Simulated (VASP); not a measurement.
# Cd (P6_3/mmc) in VASP: single point with PBE0

Aim: the single point of Cd with PBE0.

Program: VASP 6.6.1. These are calculated values, not measurements. Logs are shortened: lines on timing, memory, paths and dates and some standing lists are left out, and cuts for length are marked.

## (1) The crystal as given

It takes space group P6_3/mmc (No. 194, hexagonal). The conventional cell has a = 2.951 Å, b = 2.951 Å, c = 5.602 Å, α = 90.00°, β = 90.00°, γ = 120.00°. Around Cd (site symmetry -6m2) lie 12 Cd at 2.95 to 3.28 Å.

## (2) Single point, PBE0

The input, POSCAR:

```
Cd
1.0
    2.9511000000      0.0000000000      0.0000000000
   -1.4755500000      2.5557300000      0.0000000000
    0.0000000000      0.0000000000      5.6024900000
Cd
2
Direct
    0.3333300000      0.6666700000      0.2500000000
    0.6666700000      0.3333300000      0.7500000000
```

The input, INCAR.step1:

```
SYSTEM = Cd
  ALGO = Normal
  EDIFF = 1E-5
  ENCUT = 520
  GGA = PE
  ISIF = 2
  ISMEAR = 0
  LASPH = .TRUE.
  LCHARG = .FALSE.
  LREAL = .FALSE.
  LWAVE = .TRUE.
  NELM = 100
  PREC = Accurate
  SIGMA = 0.1
```

The input, INCAR.step2:

```
SYSTEM = Cd
  AEXX = 0.25
  ALGO = Normal
  EDIFF = 1E-7
  ENCUT = 520
  GGA = PE
  HFRCUT = -1
  ISIF = 2
  ISMEAR = 0
  ISTART = 1
  LASPH = .TRUE.
  LCHARG = .FALSE.
  LHFCALC = .TRUE.
  LREAL = .FALSE.
  LWAVE = .FALSE.
  NELM = 100
  PREC = Accurate
  PRECFOCK = Fast
  SIGMA = 0.1
```

The input, KPOINTS:

```
k-points
0
G
  9 9 4
  0 0 0
```

Potentials or basis: VASP PAW PBE potentials, release 64 (Cd).

Launch:

```console
$ cat potpaw_PBE.64/Cd/POTCAR > POTCAR
$ cp INCAR.step1 INCAR
$ mpirun -np 1 vasp_std > vasp.out
$ cp INCAR.step2 INCAR
$ mpirun -np 1 vasp_std > vasp.out
```

OUTCAR:

```text
SYSTEM = Cd
   AEXX = 0.25
   EDIFF = 1E-7
   ENCUT = 520
   GGA = PE
   ISIF = 2
   ISMEAR = 0
   ISTART = 1
   LASPH = .TRUE.
   LHFCALC = .TRUE.
   LREAL = .FALSE.
   NELM = 100
   PREC = Accurate
   PRECFOCK = Fast

 ion  position               nearest neighbor table
   1  0.333  0.667  0.250-   2 3.28   2 3.28   2 3.28   2 3.28   2 3.28   2 3.28
   2  0.667  0.333  0.750-   1 3.28   1 3.28   1 3.28   1 3.28   1 3.28   1 3.28

  LATTYP: Found a hexagonal cell.
 ALAT       =     2.9511000000
 C/A-ratio  =     1.8984412592

  Lattice vectors:

 A1 = (   2.9511000000,   0.0000000000,   0.0000000000)
 A2 = (  -1.4755500000,   2.5557300000,   0.0000000000)
 A3 = (   0.0000000000,   0.0000000000,   5.6024900000)

Analysis of symmetry for initial positions (statically):
=====================================================================
 Subroutine PRICEL returns:
 Original cell was already a primitive cell.

 Routine SETGRP: Setting up the symmetry group for a
 hexagonal supercell.

 Subroutine GETGRP returns: Found  8 space group operations
 (whereof  4 operations were pure point group operations)
 out of a pool of 24 trial point group operations.

The static configuration has the point symmetry C_2h.
 The point group associated with its full space group is D_2h.

Analysis of symmetry for dynamics (positions and initial velocities):
=====================================================================
 Subroutine PRICEL returns:
 Original cell was already a primitive cell.

 Routine SETGRP: Setting up the symmetry group for a
 hexagonal supercell.

 Subroutine GETGRP returns: Found  8 space group operations
 (whereof  4 operations were pure point group operations)
 out of a pool of 24 trial point group operations.

The dynamic configuration has the point symmetry C_2h.
 The point group associated with its full space group is D_2h.

 Subroutine INISYM returns: Found  8 space group operations
 (whereof  4 operations are pure point group operations),
 and found     1 'primitive' translations

----------------------------------------------------------------------------------------

                                     Primitive cell

  volume of cell :      42.2552

  direct lattice vectors                    reciprocal lattice vectors
     2.951100000  0.000000000  0.000000000     0.338856698  0.195638819  0.000000000
    -1.475550000  2.555730000  0.000000000     0.000000000  0.391277639  0.000000000
     0.000000000  0.000000000  5.602490000     0.000000000  0.000000000  0.178492063

  length of vectors
     2.951100000  2.951102105  5.602490000     0.391277918  0.391277639  0.178492063

  position of ions in fractional coordinates (direct lattice)
     0.333330000  0.666670000  0.250000000
     0.666670000  0.333330000  0.750000000

  ion indices of the primitive-cell ions
   primitive index   ion index
                 1           1
                 2           2

----------------------------------------------------------------------------------------

 KPOINTS: k-points

Automatic generation of k-mesh.
 Grid dimensions read from file:
 generate k-points for:    9    9    4

 Generating k-lattice:

  Cartesian coordinates                     Fractional coordinates (reciprocal lattice)
     0.037650744  0.021737647  0.000000000     0.111111111  0.000000000  0.000000000
     0.000000000  0.043475293  0.000000000     0.000000000  0.111111111  0.000000000
     0.000000000  0.000000000  0.044623016     0.000000000  0.000000000  0.250000000

  Length of vectors
     0.043475324  0.043475293  0.044623016

  Shift w.r.t. Gamma in fractional coordinates (k-lattice)
     0.000000000  0.000000000  0.000000000

 Subroutine IBZKPT returns following result:
 ===========================================

 Found     75 irreducible k-points:

 Following reciprocal coordinates:
            Coordinates               Weight
  0.000000  0.000000  0.000000      1.000000
  0.111111  0.000000  0.000000      4.000000
 -0.111111  0.111111  0.000000      2.000000
  0.222222  0.000000  0.000000      4.000000
 -0.222222  0.222222  0.000000      2.000000
  0.333333  0.000000  0.000000      4.000000
[... 16 lines left out ...]
 -0.222222 -0.444444  0.000000      4.000000
  0.444444  0.333333  0.000000      4.000000
 [... further k-points ...]
   k-points           NKPTS =     75   k-points in BZ     NKDIM =    324   number of bands    NBANDS=     16
   number of dos      NEDOS =    301   number of ions     NIONS =      2
   total plane-waves  NPLWV =  24192
   dimension x,y,z NGX =    24 NGY =   24 NGZ =   42
   dimension x,y,z NGXF=    48 NGYF=   48 NGZF=   84
   ions per type =               2
   NGX,Y,Z   is equivalent  to a cutoff of  13.52, 13.52, 12.46 a.u.
   NGXF,Y,Z  is equivalent  to a cutoff of  27.04, 27.04, 24.93 a.u.
 SYSTEM =  Cd
   PREC   = accura    normal or accurate (medium, high low for compatibility)
   ISTART =      1    job   : 0-new  1-cont  2-samecut
   ICHARG =      0    charge: 1-file 2-atom 10-const
   ISPIN  =      1    spin polarized calculation?
   LNONCOLLINEAR =      F non collinear calculations
   LSORBIT =      F    spin-orbit coupling
   LASPH  =      T    aspherical Exc in radial PAW
   ENCUT  =  520.0 eV  38.22 Ry    6.18 a.u.   5.49  5.49 10.42*2*pi/ulx,y,z
   NELM   =    100;   NELMIN=  2; NELMDL=  0     # of ELM steps
   EDIFF  = 0.1E-06   stopping-criterion for ELM
   LREAL  =      F    real-space projection
   EDIFFG = 0.1E-05   stopping-criterion for IOM
   NSW    =      0    number of steps for IOM
   IBRION =     -1    ionic relax: 0-MD 1-quasi-New 2-CG
   NFREE  =      0    steps in history (QN), initial steepest desc. (CG)
   ISIF   =      2    stress and relaxation
   ISYM   =      3    0-nonsym 1-usesym 2-fastsym
   POTIM  = 0.5000    time-step for ionic-motion
   TEBEG  =    0.0;   TEEND  =   0.0 temperature during run
   PSTRESS=    0.0 pullay stress
   NELECT =      24.0000    total number of electrons
   NUPDOWN=      -1.0000    fix difference up-down
   EMIN   =  10.00;   EMAX   =-10.00  energy-range for DOS
   EFERMI =   0.00;   METHOD = LEGACY
   ISMEAR =     0;   SIGMA  =   0.10  broadening in eV -4-tet -1-fermi 0-gaus
   EFERMI_NEDOS =   21; number of points for ismear=-14 and -15
   IALGO  =     38    algorithm
   IMIX   =      1    mixing-type and parameters
     AMIX     =   0.40;   BMIX     =  1.00
     AMIX_MAG =   1.60;   BMIX_MAG =  1.00
  volume/ion in A,a.u.               =      21.13       142.58
  Fermi-wavevector in a.u.,A,eV,Ry     =   1.355768  2.562029 25.008947  1.838106
  Thomas-Fermi vector in A             =   2.482827
   LORBIT       =      0    0 simple, 1 ext, 2 COOP (PROOUT), +10 PAW based schemes
   GGA     = PE    functional components
   LHFCALC =     T    Hartree Fock is set to
   PRECFOCK=fast      Normal, Fast or Accurate (Low or Medium for compatibility)
   ENCUT4O =  -1.0   cutoff for four orbital integrals eV
   NKREDX  =     1    reduce k-point grid by
   NKREDY  =     1    reduce k-point grid by
   NKREDZ  =     1    reduce k-point grid by
   AEXX    =    0.2500 exact exchange contribution
   HFSCREEN=    0.0000 screening length (either q_TF or 0.3 A-1)
   HFSCREENC=   0.0000 screening length for correlation (either q_TF or 0.3 A-1)
   ENCUTFOCK=  -1.0 apply spherical cutoff to Coloumb kernel
   IVDW    =     0    specifies the selected vdW correction
   LEPSILON=     F    determine dielectric tensor
   LRPA    =     F    only Hartree local field effects (RPA)
 non-spin polarized calculation
 Gauss-broadening in eV      SIGMA  =   0.10
  energy-cutoff  :      520.00
  volume of cell :       42.26
 maximum number of plane-waves:      1172
 NGX is ok and might be reduce to    24
  NGX = 12; NGY = 12; NGZ = 24

 number of electron      24.0000004 magnetization

 Free energy of the ion-electron system (eV)
  ---------------------------------------------------
  ext. energy  EPLUGINS =         0.00000000
  ---------------------------------------------------
  free energy    TOTEN  =        -1.78497249 eV

  energy without entropy =       -1.78359276  energy(sigma->0) =       -1.78428262

 E-fermi :   3.3068     XC(G=0):  -8.7610

 val. band max:        3.1150643081   @ k =  -0.2222  -0.4444   0.2500
 cond. band min:       3.3285185162   @ k =   0.4444   0.3333   0.2500
 fundamental gap:      0.2134542081
 Fermi energy:         3.3068347409

 k-point     1 :       0.0000    0.0000    0.0000
  band No.  band energies     occupation
      1      -9.0420      2.00000
      2      -8.7727      2.00000
      3      -8.3757      2.00000
      4      -8.3755      2.00000
      5      -8.3217      2.00000
      6      -8.3215      2.00000
[... 8 lines left out ...]
     15      18.8512      0.00000
     16      19.3060      0.00000

 k-point     2 :       0.1111    0.0000    0.0000
  band No.  band energies     occupation
      1      -8.9196      2.00000
      2      -8.6851      2.00000
      3      -8.4192      2.00000
      4      -8.3586      2.00000
      5      -8.2505      2.00000
      6      -8.2010      2.00000
[... 8 lines left out ...]
     15      15.7822      0.00000
     16      17.8163      0.00000

 k-point     3 :      -0.1111    0.1111    0.0000
  band No.  band energies     occupation
      1      -8.9174      2.00000
      2      -8.6843      2.00000
      3      -8.4191      2.00000
      4      -8.3605      2.00000
      5      -8.2502      2.00000
      6      -8.2012      2.00000
[... 8 lines left out ...]
     15      15.7873      0.00000
     16      17.8156      0.00000

 k-point     4 :       0.2222    0.0000    0.0000
  band No.  band energies     occupation
      1      -8.8783      2.00000
      2      -8.6286      2.00000
      3      -8.4322      2.00000
      4      -8.2477      2.00000
      5      -8.2003      2.00000
      6      -7.9689      2.00000
[... 8 lines left out ...]
     15      15.5839      0.00000
     16      15.9892      0.00000
[... 324 lines left out ...]
 k-point    22 :       0.3333    0.2222    0.0000
  band No.  band energies     occupation
      1      -8.7220      2.00000
      2      -8.7123      2.00000
      3      -8.5033      2.00000
      4      -8.3307      2.00000
      5      -8.2131      2.00000
      6      -8.0774      2.00000
[... 8 lines left out ...]
     15       7.2892      0.00000
     16       9.3264      0.00000

 k-point    23 :      -0.2222   -0.4444    0.0000
  band No.  band energies     occupation
      1      -8.7224      2.00000
      2      -8.7127      2.00000
      3      -8.5032      2.00000
      4      -8.3328      2.00000
      5      -8.2110      2.00000
      6      -8.0747      2.00000
[... 8 lines left out ...]
     15       7.2899      0.00000
     16       9.3170      0.00000

 k-point    24 :       0.4444    0.3333    0.0000
  band No.  band energies     occupation
      1      -8.7241      2.00000
      2      -8.7107      2.00000
      3      -8.5038      2.00000
      4      -8.3323      2.00000
      5      -8.2115      2.00000
      6      -8.0751      2.00000
[... 8 lines left out ...]
     15       7.3073      0.00000
     16       9.3196      0.00000

 [... further k-points ...]

------------------------ aborting loop because EDIFF is reached ----------------------------------------

  FORCE on cell =-STRESS in cart. coord.  units (eV):
  Direction    XX          YY          ZZ          XY          YZ          ZX
  --------------------------------------------------------------------------------------
  -------------------------------------------------------------------------------------
  Total        0.6542280      0.7580101      1.0857994      0.0898768      0.0000000     -0.0000000
  in kB       24.8061723     28.7412473     41.1699350      3.4078308      0.0000000     -0.0000000
  external PRESSURE =      31.5724515 kB  Pullay stress =       0.0000000 kB

 VOLUME and BASIS-vectors are now :
 -----------------------------------------------------------------------------
  energy-cutoff  :      520.00
  volume of cell :       42.26
      direct lattice vectors                 reciprocal lattice vectors
     2.951100000  0.000000000  0.000000000     0.338856698  0.195638819  0.000000000
    -1.475550000  2.555730000  0.000000000     0.000000000  0.391277639  0.000000000
     0.000000000  0.000000000  5.602490000     0.000000000  0.000000000  0.178492063

 POSITION                                       TOTAL-FORCE (eV/Angst)
 -----------------------------------------------------------------------------------
     -0.00001      1.70383      1.40062        -0.007831      0.004521      0.000000
      1.47556      0.85190      4.20187         0.007831     -0.004521     -0.000000
 -----------------------------------------------------------------------------------
    total drift:                                0.000000      0.000000      0.000000

  FREE ENERGIE OF THE ION-ELECTRON SYSTEM (eV)
  ---------------------------------------------------
  free  energy   TOTEN  =        -1.7849724868 eV

  energy  without entropy=       -1.7835927619  energy(sigma->0) =       -1.78428262
```

It took 3.2 h on 1 thread of Intel Xeon Platinum 8488C (Sapphire Rapids), shared host; peak memory 0.23 GiB.

Results:

| Property | Result |
| --- | --- |
| Free energy | -1.7850 eV |
| Pressure | 3.2 GPa |
| Largest force | 0.009 eV/Å |
| Band gap on the k mesh | none (metal or under the smearing width) |

Forces on the atoms (eV/Å):
```
Cd  -0.008  0.005  0.000
Cd   0.008 -0.005  0.000
```

Stress tensor (GPa, compression positive):
```
2.48 0.34 0.00
0.34 2.87 0.00
0.00 0.00 4.12
```

Caveat: the PAW data sets were made with another functional, which shifts forces and pressure a little.
